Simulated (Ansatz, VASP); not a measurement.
**Al in VASP and in Ansatz**

```
Al
1.0
     0.00000    2.02055   -2.02055
    -2.02055    0.00000    2.02055
     4.04109    4.04109    4.04109
Al
3
Direct
  0.00000 0.00000 0.00000
  0.33333 0.66667 0.33333
  0.66667 0.33333 0.66667
```

Alike in both runs: task single point; functional PBE; k mesh 16 × 16 × 6; occupations fermi-dirac, width 0.08 eV; no spin polarisation.

|  | VASP | Ansatz |
| --- | --- | --- |
| version | VASP 6.6.1 | Ansatz 0.2.0 |
| potentials or method | VASP PAW PBE potentials, release 64 (Al), cutoff 520 eV | all-electron LAPW, scalar-relativistic |

Ansatz gave:

| Item | Value |
| --- | --- |
| pressure (GPa) | 0.0 |

Question: Estimate VASP's values.

Answer: Pressure (GPa): -0.1.

Ansatz ran all-electron here, so the differences hold the error of VASP's frozen core and of both bases.

Caveats: the real-space grid breaks the cell's symmetry a little (VASP).
